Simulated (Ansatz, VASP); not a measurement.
**One calculation of HCl, two programs**

The input POSCAR:

```
HCl
1.0
    0.0000000000      3.4081898358      3.4083410983
    1.5304107753      0.0000000000      3.4083410983
    1.5304107753      3.4081898358      0.0000000000
H Cl
1 1
Direct
    0.0000000000      0.0000000000      0.0000000000
    0.5000000000      0.5000000000      0.5000000000
```

The input INCAR.step1:

```
SYSTEM = HCl
PREC     = Accurate       ! precision mode
ENCUT    = 520            ! plane-wave cutoff, eV
EDIFF    = 1E-5           ! SCF threshold, eV
ISMEAR   = 0              ! smearing method
SIGMA    = 0.01           ! smearing width, eV
LREAL    = .False.        ! projectors in reciprocal space
LASPH    = .True.         ! aspherical terms in the spheres
NELM     = 80             ! most SCF steps
ALGO     = Normal         ! electronic algorithm
ISIF     = 2              ! what is computed and relaxed
LWAVE    = .True.         ! write WAVECAR
LCHARG   = .False.        ! write CHGCAR
NBANDS   = 11             ! bands
GGA      = PE             ! functional
```

File INCAR.step2:

```
SYSTEM = HCl
PREC     = Accurate       ! precision mode
ENCUT    = 520            ! plane-wave cutoff, eV
EDIFF    = 1E-6           ! SCF threshold, eV
ISMEAR   = 0              ! smearing method
SIGMA    = 0.01           ! smearing width, eV
LREAL    = .False.        ! projectors in reciprocal space
LASPH    = .True.         ! aspherical terms in the spheres
NELM     = 80             ! most SCF steps
ALGO     = Normal         ! electronic algorithm
ISIF     = 2              ! what is computed and relaxed
LWAVE    = .False.        ! write WAVECAR
LCHARG   = .False.        ! write CHGCAR
GGA      = PE             ! functional
LHFCALC  = .True.         ! exact exchange
HFSCREEN = 0.2079         ! screening, 1/A
PRECFOCK = Normal       
NBANDS   = 11             ! bands
ISTART   = 1
```

File KPOINTS:

```
regular mesh
0
Gamma
  4 4 4
  0 0 0
```

Input for Ansatz:

```yaml
crystal:
  lattice:
    - [0.0, 3.4081898358, 3.4083410983]
    - [1.5304107753, 0.0, 3.4083410983]
    - [1.5304107753, 3.4081898358, 0.0]
  atoms:
    - { symbol: H, position: [0.0, 0.0, 0.0] }
    - { symbol: Cl, position: [0.5, 0.5, 0.5] }
kpoints:
  mp_grid: { grid: [4, 4, 4] }
hamiltonian:
  xc: hse06
scf:
  occupations: { method: fixed }
  n_extra_bands: 4
output:
  forces: true
  stress: true
  eigenvalues: true
  write_density: true
  write_potential: true
  elf: true
  volumetric_format: npy
```

Alike in both runs: task single point; functional HSE06; k mesh 4 × 4 × 4; no spin polarisation.

```csv
,VASP,Ansatz
version,VASP 6.6.1,Ansatz 0.2.0
potentials or method,"VASP PAW PBE potentials, release 64 (H, Cl)","plane waves, PAW"
plane-wave cutoff (eV),520,420
occupations,"gaussian, width 0.01 eV",fixed
valence electrons in the cell,8,8
```

Ansatz gave:

* gap on the k mesh at the Fermi level (eV): 4.00
* pressure (GPa): 1.5
* largest component of the traceless stress (GPa): 0.16

**Question.** Estimate VASP's values.

**Answer.** gap on the k mesh at the Fermi level (eV): 4.02; pressure (GPa): 1.2; largest component of the traceless stress (GPa): 0.18.

Ansatz warned: «near_symmetry_operations_not_taken».

Caveats: the k mesh is coarse (spacing up to 0.61 Å⁻¹), so the values aren't converged, least of all with exact exchange; the PAW data sets were made with another functional, which shifts forces and pressure a little (VASP). A k mesh can miss the band edges.
